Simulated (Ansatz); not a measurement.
KF (CsCl type) (r2SCAN geometry), in Ansatz:

```
K F
1.0
     3.17887    0.00000    0.00000
     0.00000    3.17887    0.00000
     0.00000    0.00000    3.17887
K F
1 1
Direct
  0.00000 0.00000 0.00000
  0.50000 0.50000 0.50000
```

G0W0@r2SCAN with 120 empty bands, a screening cutoff of 140 eV and a 4×4×4 mesh (PAW, contour deformation) gives 10.651 eV over the mesh points, from an r2SCAN gap of 7.724 eV; it sums over 128 bands with 123 plane waves in the screening and a wave cutoff of 500 eV. G0W0 here is at a finite number of bands, screening cutoff and k mesh, not at the basis limit. The calculation is spin-unpolarised, and the structure need not be a phase that has been made.

(1) Estimate the gap with starting point LDA.

(2) Estimate the gap with empty bands 52, screening cutoff 80 eV.

## Answers

(1) 10.244 eV (-0.407 eV), from a Kohn-Sham gap of 6.463 eV.

(2) 10.601 eV (-0.050 eV), from a Kohn-Sham gap of 7.724 eV.
